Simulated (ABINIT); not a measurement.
The system is RbCl.

```
Rb Cl
1.0
     0.00000    3.27400    3.27400
     3.27400    0.00000    3.27400
     3.27400    3.27400    0.00000
Rb Cl
1 1
Direct
  0.00000 0.00000 0.00000
  0.50000 0.50000 0.50000
```

Base run:

```yaml
Program: ABINIT 10.8.3 (patched build)
Functional: PBEsol
Potentials_or_basis: PseudoDojo NC SR PBEsol v0.4.1 standard
Cutoff: 789 eV
k_mesh: 7 × 7 × 7
Occupations: fermi-dirac, width 0.05 eV
Spin: no spin polarisation
```

Its results: band gap on the k mesh 4.89 eV, direct; pressure 0.0 GPa.

Problem. The run is repeated on the same cell with these changes: functional from PBEsol to LDA; potentials or basis from PseudoDojo NC SR PBEsol v0.4.1 standard to JTH PAW LDA v2.0; cutoff from 789 eV to 680 eV. What comes out?

Solution. Band gap on the k mesh 4.58 eV, direct; pressure -1.3 GPa.

Caveats: an odd mesh through Γ misses points on the zone boundary, where band edges often lie (some runs).
